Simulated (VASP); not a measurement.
Here is a VASP 6.6.1 calculation.

Contents of INCAR:

```
SYSTEM = BaTe
PREC = Accurate
ENCUT = 520
EDIFF = 1E-6
ISMEAR = 0
SIGMA = 0.1
LREAL = .FALSE.
LASPH = .TRUE.
NELM = 100
ALGO = Normal
ISIF = 2
LWAVE = .FALSE.
LCHARG = .FALSE.
GGA = PS
NBANDS = 15
```

KPOINTS

```
Automatic mesh
0
G
  4 4 4
  0 0 0
```

Contents of POSCAR:

```
BaTe
1.0
    0.0000000000      3.5449197700      3.5449197700
    3.5449197700      0.0000000000      3.5449197700
    3.5449197700      3.5449197700      0.0000000000
Ba Te
1 1
Direct
    0.0000000000      0.0000000000      0.0000000000
    0.5000000000      0.5000000000      0.5000000000
```

Potentials or basis: VASP PAW PBE potentials, release 64 (Ba_sv, Te).

The run is started by

```console
$ cat potpaw_PBE.64/Ba_sv/POTCAR potpaw_PBE.64/Te/POTCAR > POTCAR
$ mpirun -np 1 vasp_std > vasp.out
```

Q: Predict the band gap on the k mesh.

A: 1.51 eV, indirect (least direct gap 1.89 eV).

Q: What does it give for the pressure?

A: -1.4 GPa.

Caveat: the PAW data sets were made with another functional, which shifts forces and pressure a little; spin-orbit coupling is left out, which moves the levels of the heavy elements. A k mesh can miss the band edges.
